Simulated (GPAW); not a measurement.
**BaH2: band structure with MS2**

The system is BaH2.

```xyz
6
Lattice="4.4620 0.0000 0.0000 -2.2310 3.8642 0.0000 0.0000 0.0000 6.0553" Properties=species:S:1:pos:R:3 pbc="T T T"
Ba    0.0000    2.5762    1.5138
Ba    2.2310    1.2881    4.5415
H     0.0000    0.0000    0.0000
H     0.0000    0.0000    3.0276
H     2.2310    1.2881    1.5138
H     0.0000    2.5762    4.5415
```

The cell comes from a database or a generator and needn't be the stable form of this composition.

| Property | Result |
| --- | --- |
| Program | GPAW 26.7.0 |
| Task | band structure |
| Functional | MS2 |
| Potentials or basis | GPAW PAW data sets (gpaw-data 1.2.1) |
| Cutoff | 600 eV |
| Basis | pw |
| k mesh | 5 × 5 × 3 |
| Occupations | fermi-dirac, width 0.05 eV |
| Spin | spin-orbit coupling, no magnetisation |
| Maxiter | 150 |
| Band path | GMKGALHA,LM,KH |
| Band points | 100 |
| spin axis theta (degrees) | 90 |
| spin axis phi (degrees) | 45 |
| Soc after scf | second variation without the xc potential |

```yaml
Pressure: -0.6 GPa
Band_gap_along_the_path: 2.16 eV, indirect (least direct gap 3.18 eV)
```

Forces in eV/Å, atoms in the order of the input:
```
Ba   0.000  0.000  0.001
Ba   0.000  0.000 -0.001
H    0.000  0.000  0.000
H    0.000  0.000  0.000
H    0.000  0.000 -0.002
H    0.000  0.000  0.002
```

Stress tensor (GPa, compression positive):
```
-0.71  0.00  0.00
 0.00 -0.71  0.00
 0.00  0.00 -0.46
```

Levels at the corners of the path, in eV from the valence-band top:
| point | band 21 | band 22 | band 23 | band 24 | band 25 | band 26 | band 27 | band 28 |
| --- | --- | --- | --- | --- | --- | --- | --- | --- |
| Γ | -0.47 | -0.47 | 0.00 | 0.00 | 3.36 | 3.36 | 3.43 | 3.43 |
| M | -1.62 | -1.62 | -1.46 | -1.46 | 3.15 | 3.15 | 4.36 | 4.36 |
| K | -1.85 | -1.85 | -1.64 | -1.64 | 3.71 | 3.71 | 3.75 | 3.75 |
| Γ | -0.47 | -0.47 | 0.00 | 0.00 | 3.36 | 3.36 | 3.43 | 3.43 |
| A | -0.42 | -0.42 | -0.42 | -0.42 | 3.21 | 3.21 | 3.21 | 3.21 |
| L | -1.33 | -1.33 | -1.33 | -1.33 | 2.96 | 2.96 | 2.96 | 2.96 |
| H | -1.61 | -1.61 | -1.44 | -1.44 | 2.16 | 2.16 | 2.19 | 2.19 |
| A | -0.42 | -0.42 | -0.42 | -0.42 | 3.21 | 3.21 | 3.21 | 3.21 |
| L | -1.33 | -1.33 | -1.33 | -1.33 | 2.96 | 2.96 | 2.96 | 2.96 |
| M | -1.62 | -1.62 | -1.46 | -1.46 | 3.15 | 3.15 | 4.36 | 4.36 |
| K | -1.85 | -1.85 | -1.64 | -1.64 | 3.71 | 3.71 | 3.75 | 3.75 |
| H | -1.61 | -1.61 | -1.44 | -1.44 | 2.16 | 2.16 | 2.19 | 2.19 |

Run time: 10 min on 1 thread of Arm Neoverse V1, with other jobs on the host, peak memory 0.7 GiB.

Caveat: spin-orbit coupling was added after a scalar SCF, so levels and gaps hold it while energy, forces, pressure and moments don't; this program's spin-orbit splittings come out too wide for heavy elements; the PAW data sets were made with another functional, which shifts forces and pressure a little.
